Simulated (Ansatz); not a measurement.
Density of states of Sn (I4/mmm, a = 3.481 Å, b = 3.481 Å, c = 4.619 Å, α = 90.00°, β = 90.00°, γ = 90.00°), in states per eV and primitive cell, averaged over bins of 0.3 eV. Method: Ansatz 0.2.0, DFT PBE, scalar-relativistic, plane waves, PAW.

Plane waves to 420 eV, a k mesh through Γ of 18×18×18 on the computed 1-atom cell and Gaussian smearing (0.10 eV); no spin polarisation.

The cell is relaxed at this level. The states (both spins) are summed by tetrahedra on a 27×27×27 mesh at the self-consistent density. Energies are bin centres; the table starts no lower than −8 eV and ends at 6 eV, or lower where the solved bands end.

It is a metal at this level.

```tsv
E − E_F (eV)	total	Sn 5p	Sn 5s
-7.90	0.34	0.13	0.21
-7.60	0.36	0.13	0.23
-7.30	0.39	0.13	0.26
-7.00	0.44	0.13	0.31
-6.70	0.53	0.13	0.39
-6.40	0.50	0.12	0.37
-6.10	0.47	0.11	0.35
-5.80	0.44	0.09	0.34
-5.50	0.42	0.07	0.34
-5.20	0.43	0.05	0.38
-4.90	0.21	0.02	0.19
-4.60	0.11	0.01	0.10
-4.30	0.11	0.08	0.02
-4.00	0.16	0.15	0.01
-3.70	0.22	0.20	0.02
-3.40	0.32	0.29	0.03
-3.10	0.42	0.37	0.04
-2.80	0.57	0.50	0.06
-2.50	0.68	0.59	0.09
-2.20	0.65	0.53	0.11
-1.90	0.52	0.40	0.11
-1.60	0.47	0.35	0.10
-1.30	0.52	0.41	0.10
-1.00	0.53	0.42	0.10
-0.70	0.53	0.42	0.09
-0.40	0.53	0.43	0.09
-0.10	0.53	0.43	0.08
0.20	0.56	0.46	0.08
0.50	0.58	0.48	0.07
0.80	0.61	0.51	0.07
1.10	0.63	0.54	0.06
1.40	0.68	0.58	0.06
1.70	0.70	0.61	0.05
2.00	0.72	0.62	0.05
2.30	0.75	0.66	0.05
2.60	0.77	0.67	0.04
2.90	0.73	0.64	0.04
3.20	0.70	0.61	0.03
3.50	0.67	0.59	0.03
3.80	0.64	0.56	0.03
4.10	0.61	0.54	0.02
4.40	0.59	0.52	0.02
4.70	0.56	0.50	0.02
5.00	0.55	0.48	0.01
5.30	0.51	0.42	0.01
5.60	0.50	0.37	0.01
```

The columns after the total are the Löwdin projections on the occupied valence shells of the potentials. The rest of the total lies in shells that are empty in the free atom, which aren't projected, and between the atoms.

This form isn't the element's structure at ambient conditions.